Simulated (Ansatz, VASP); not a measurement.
# BAs: VASP beside Ansatz, part 2 of 2

Aim: how closely do two programs agree when they are given the same cell, functional and k mesh? The cell is taken from a series of runs on this material, whose earlier steps may have relaxed, scaled, displaced or heated it; both programs get it as it stands.

VASP 6.6.1 and Ansatz 0.2.0.

So far: Set-up; VASP: zone-centre phonons, LDA, pair 1; Ansatz: zone-centre phonons, LDA, pair 1; Comparison.

### Step 5. VASP: zone-centre phonons, LDA, pair 2

Level of this step: LDA; plane waves and PAW (B, As) (VASP).

Second derivatives magnify differences that forces hide, and they need a tight electronic threshold. The cell compared in this pair holds 26.86 Å³, against 26.68 Å³ for the pair before.

The input, INCAR:

```
SYSTEM = BAs
PREC = Accurate
ENCUT = 500
EDIFF = 1E-08
NELM = 120
ISMEAR = 0
SIGMA = 0.01
LREAL = .FALSE.
ALGO = Normal
GGA = CA
NBANDS = 10
LORBIT = 11
LWAVE = .FALSE.
LCHARG = .FALSE.
ISIF = 2
IBRION = 8
LASPH = .TRUE.
GGA_COMPAT = .FALSE.
EFERMI = MIDGAP
KPAR = 2
```

The input, POSCAR:

```
BAs
1.0
    0.0241288675      2.3890187074      2.3536956527
    2.3890187074      0.0241288675      2.3536956527
    2.4131475749      2.4131475749      0.0000000000
B As
1 1
Direct
    0.9990710763      0.9990710763      0.0009289237
    0.7509289237      0.7509289237      0.7490710763
```

The input, KPOINTS:

```
Automatic mesh
0
Gamma
12 12 12
0 0 0
```

The projector-augmented-wave data sets are B and As (LDA family, release 64).

The run is started by

```sh
$ mpirun -np 2 vasp_std
```

Numbers of over 12 decimals in the logs are rounded to 6 here.

The program printed:

```text
[... set-up lines as in an earlier step ...]
 entering main loop
       N       E                     dE             d eps       ncg     rms          rms(c)
DAV:   1     0.107350885759E+02    0.10735E+02   -0.37675E+03  5608   0.684E+02
DAV:   2    -0.130174565324E+02   -0.23753E+02   -0.22848E+02  7782   0.107E+02
DAV:   3    -0.136696659195E+02   -0.65221E+00   -0.65110E+00  6574   0.174E+01
DAV:   4    -0.136714912487E+02   -0.18253E-02   -0.18252E-02  6862   0.104E+00
[...]
DAV:  11    -0.129182861612E+02   -0.14071E-05   -0.16693E-06  6802   0.957E-03    0.125E-02
DAV:  12    -0.129182860140E+02    0.14719E-06   -0.74392E-07  6178   0.387E-03    0.253E-03
DAV:  13    -0.129182860171E+02   -0.30806E-08   -0.32720E-08  6456   0.126E-03
   1 F= -.12918286E+02 E0= -.12918286E+02  d E =0.000000E+00
 Linear response reoptimize wavefunctions to high precision
DAV:   1    -0.129182860164E+02    0.72987E-09   -0.54004E-09  6210   0.346E-04
DAV:   2    -0.129182860164E+02   -0.52296E-11   -0.13462E-10  3558   0.944E-05
 Linear response DOF=           4
 Linear response progress:
[...]
RMM:   8    -0.377786036780E-01    0.51603E-07    0.31257E-09 31814   0.382E-05    0.155E-05
RMM:   9    -0.377786436672E-01   -0.39989E-07   -0.46542E-08 32233   0.274E-05    0.603E-07
RMM:  10    -0.377786463597E-01   -0.26926E-08   -0.38657E-08 23960   0.227E-05    0.252E-07
 first order change of Fermi-energy   0.16013E-04
 force on displaced ion       2 direction 1 : -16.744   0.496   0.000
 Linear response progress:
  Degree of freedom:   4/  4
       N       E                     dE             d eps       ncg     rms          rms(c)
RMM:   1    -0.396165908274E-01   -0.39617E-01    0.32680E-02 13321   0.114E+00
RMM:   2    -0.377769951117E-01    0.18396E-02   -0.90933E-04  8927   0.213E-01    0.959E-02
RMM:   3    -0.376550288159E-01    0.12197E-03   -0.19004E-05  9525   0.273E-02    0.561E-02
RMM:   4    -0.376708646051E-01   -0.15836E-04   -0.21842E-05  9360   0.298E-02    0.324E-03
[...]
RMM:   9    -0.376646419368E-01   -0.18728E-07    0.23591E-09 10339   0.324E-05    0.504E-06
RMM:  10    -0.376646559697E-01   -0.14033E-07   -0.27313E-09  9290   0.246E-05    0.619E-07
RMM:  11    -0.376646541249E-01    0.18448E-08    0.97497E-09  7169   0.232E-05    0.149E-07
 first order change of Fermi-energy  -0.67154E+00
 force on displaced ion       2 direction 3 :  -0.000   0.000 -16.790
 Linear response finished
```

From OUTCAR (step 5):

```text
  Total       -0.3448864     -0.3448864      0.1550152     -0.5083699      0.0000000      0.0000000
  in kB      -20.5689202    -20.5689202      9.2450601    -30.3190318      0.0000000      0.0000000
  external PRESSURE =     -10.6309268 kB  Pullay stress =       0.0000000 kB

 POSITION                                       TOTAL-FORCE (eV/Angst)
 -----------------------------------------------------------------------------------
      2.41315      2.41315      4.70302         0.000000      0.000000     -0.005939
      3.61972      3.61972      3.53492        -0.000000     -0.000000      0.005939
 -----------------------------------------------------------------------------------
    total drift:                               -0.000000     -0.000000      0.000226

[... 1 part as in an earlier step ...]

[... 1 further part left out ...]
```

### Step 6. Ansatz: zone-centre phonons, LDA, pair 2

The same cell, functional (in two slightly different forms) and mesh now go to Ansatz, which takes its cutoff from its data sets.

The cell is taken from a series of runs on this material, whose earlier steps may have relaxed, scaled, displaced or heated it; both programs get it as it stands.

The input, input.yaml:

```yaml
crystal:
  lattice:
    - [0.0241288675, 2.3890187074, 2.3536956527]
    - [2.3890187074, 0.0241288675, 2.3536956527]
    - [2.4131475749, 2.4131475749, 0.0]
  atoms:
    - { symbol: B, position: [-0.0009289237, -0.0009289237, 0.0009289237] }
    - { symbol: As, position: [0.7509289237, 0.7509289237, 0.7490710763] }
kpoints:
  mp_grid: { grid: [12, 12, 12] }
hamiltonian:
  xc: lda
  pseudopotentials: { kind: paw, azcp: { folder: soft_1 }, xc_functional: pbe }
scf:
  occupations: { method: fixed }
output:
  eigenvalues: true
phonons:
  method: dfpt
```

The run is started by

```sh
$ ansatz run input.yaml --threads 4 --pin off --max-ram 10240MiB --backend cpu --events-out ev --progress --plain --runs-dir out
```

The program printed:

```text
[...]
Crystal: 2 atoms, lattice volume = 26.864 Å³
Basis set: ecut = 420 eV, 531 PW (Γ), exchange–correlation on 48×48×48 points (8 copies of the dense FFT grid, shifted against one another)
Bands: 13, of which v1, the nominal top of the filled ones, is band 9 counted from 1 (8 counted from 0)
Symmetry: 4 space group operations
k-points: 476 of 1728 (irreducible under 2 space group operations, time reversal used)
[...]
k-point 1: bands = [... 5 lower, -4.7702, 9.5109, 10.4494, 10.4515, 14.0451, 14.1242, 14.3738, 16.0401]
  k-point 2: bands = [... 5 lower, -4.4345, 7.5792, 9.9810, 10.0060, 14.0567, 14.7055, 14.9419, 17.3187]
  k-point 475: bands = [... 5 lower, -0.6177, 2.2277, 6.2620, 6.5708, 11.6727, 12.1131, 21.9820, 22.0913]
[...]
ASR residual: 3.440e-5 → 0.000e0 eV/Å²; symmetrization residual: 6.435e-7 eV/Å²
  ASR residual per site (eV/Å²): 3.44e-5 3.25e-5
  Γ frequencies (cm⁻¹): 0.00 0.00 0.00 678.89 690.34 699.28
[...]
[key lines of the parts left out:]
SCF converged after 9 iterations
Free energy (F): -4923.525202 eV
Fermi energy:    10.726175 eV
```

### Step 7. Differences

What differs besides the data sets and the points named for the pairs above, as far as they apply: the data sets hold 18 valence electrons in Ansatz (on its PAW soft_1 files) and 8 in VASP. Total energies have different zeros and are not compared.

The two programs side by side:

| quantity | Ansatz | VASP | difference |
| --- | --- | --- | --- |
| optical mode 1 (cm⁻¹) | 678.9 | 683.9 | -0.73 % |
| optical mode 2 (cm⁻¹) | 690.3 | 695.2 | -0.70 % |
| optical mode 3 (cm⁻¹) | 699.3 | 704.4 | -0.73 % |

Modes are paired by rising frequency, not by their patterns, so a pair may set unlike modes beside each other; they are those without the splitting of longitudinal modes.

### Step 8. Summary of results

```yaml
r_m_s_difference_of_the_optical_zone_centre_modes_each_program_s_sorted_by_frequency_zone_centre_phonons_lda_pair_1: 5.1 cm⁻¹
difference_in_optical_mode_3_zone_centre_phonons_lda_pair_1: -0.7 %
r_m_s_difference_of_the_optical_zone_centre_modes_each_program_s_sorted_by_frequency_zone_centre_phonons_lda_pair_2: 5.0 cm⁻¹
difference_in_optical_mode_3_zone_centre_phonons_lda_pair_2: -0.7 %
```

The r.m.s. difference of the optical zone-centre modes, each program's sorted by frequency is 5.1 cm⁻¹ (zone-centre phonons, LDA, pair 1). The data sets hold unlike numbers of valence electrons (18 in Ansatz and 8 in VASP), so part of the differences comes from the potentials. Among the rows given in per cent, the largest difference of the zone-centre phonons, LDA, pair 1 pair is in optical mode 3, -0.7 %. Among the rows given in per cent, the largest difference of the zone-centre phonons, LDA, pair 2 pair is in optical mode 3, -0.7 %. Such differences can come from data sets, numerical settings and the points named under the comparisons, not from the functional's error against experiment.

[Lines on the potential files, build, host, timing and source positions are cut from VASP's logs without a mark.]

[Logs are printed without paths, hosts, clocks, repeated set-up lines and the standing remarks that a program may print on its own settings, such as how far it seeks lower states.]

[Hosts, paths, dates, database ids (printed as entryN), source tags and the programs' standing remarks are cut or masked in the printed files.]
